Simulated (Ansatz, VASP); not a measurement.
Two plane-wave programs on CaO

```
Ca O
1.0
     0.00000    2.39122    2.39122
     2.39122    0.00000    2.39122
     2.39122    2.39122    0.00000
Ca O
1 1
Cartesian
  0.0000 0.0000 0.0000
  2.3912 2.3912 2.3912
```

Alike in both runs: task single point; functional PBE; k mesh 8 × 8 × 8; occupations gaussian, width 0.02 eV; no spin polarisation.

```csv
,VASP,Ansatz
version,VASP 6.6.1,Ansatz 0.2.0
potentials or method,"VASP PAW PBE potentials, release 64 (Ca_sv, O)","scalar-relativistic, plane waves, PAW"
plane-wave cutoff (eV),520,420
valence electrons in the cell,16,16
```

Ansatz gave:

| Quantity | Value |
| --- | --- |
| gap on the k mesh at the Fermi level (eV) | 3.65 |
| least direct gap on the mesh (eV) | 4.02 |
| pressure (GPa) | 3.4 |

Task: Which values does VASP return?

Result: gap on the k mesh at the Fermi level (eV): 3.63; least direct gap on the mesh (eV): 4.00; pressure (GPa): 4.0.

A k mesh can miss the band edges.
